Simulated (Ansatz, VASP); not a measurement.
**Two plane-wave programs on Ca**

INCAR

```
PREC = Accurate
ENCUT = 520
EDIFF = 1E-6
ISMEAR = 0
SIGMA = 0.15
LREAL = False
LASPH = True
NELM = 100
ALGO = Fast
ISIF = 2
LWAVE = False
LCHARG = False
GGA = PE
NBANDS = 11
```

Contents of KPOINTS:

```
regular mesh
0
Gamma
  16 16 16
```

File POSCAR:

```
Ca
1.0
   -2.2400000000      2.2400000000      2.2400000000
    2.2400000000     -2.2400000000      2.2400000000
    2.2400000000      2.2400000000     -2.2400000000
Ca
1
Direct
    0.0000000000      0.0000000000      0.0000000000
```

Input for Ansatz:

```yaml
crystal:
  lattice:
    - [-2.24, 2.24, 2.24]
    - [2.24, -2.24, 2.24]
    - [2.24, 2.24, -2.24]
  atoms:
    - { symbol: Ca, position: [0.0, 0.0, 0.0] }
basis:
  ecutwfc: 420
kpoints:
  mp_grid: { grid: [16, 16, 16] }
hamiltonian:
  xc: pbe
scf:
  occupations: { method: gaussian, width: 0.15 }
output:
  forces: true
  stress: true
  eigenvalues: true
```

This isn't the form of Ca at room conditions, which is fcc.

Alike in both runs: task single point; functional PBE; k mesh 16 × 16 × 16; occupations gaussian, width 0.15 eV; no spin polarisation.

```csv
,VASP,Ansatz
version,VASP 6.6.1,Ansatz 0.2.0
potentials or method,"VASP PAW PBE potentials, release 64 (Ca_sv)","scalar-relativistic, plane waves, PAW"
plane-wave cutoff (eV),520,420
valence electrons in the cell,10,10
```

|  | VASP | Ansatz | Ansatz less VASP |
| --- | --- | --- | --- |
| gap on the k mesh at the Fermi level (eV) | none | none | - |
| pressure (GPa) | -1.0 | -1.0 | 0.00 |

A gap of «none» marks a metal or a gap that the smearing closes.
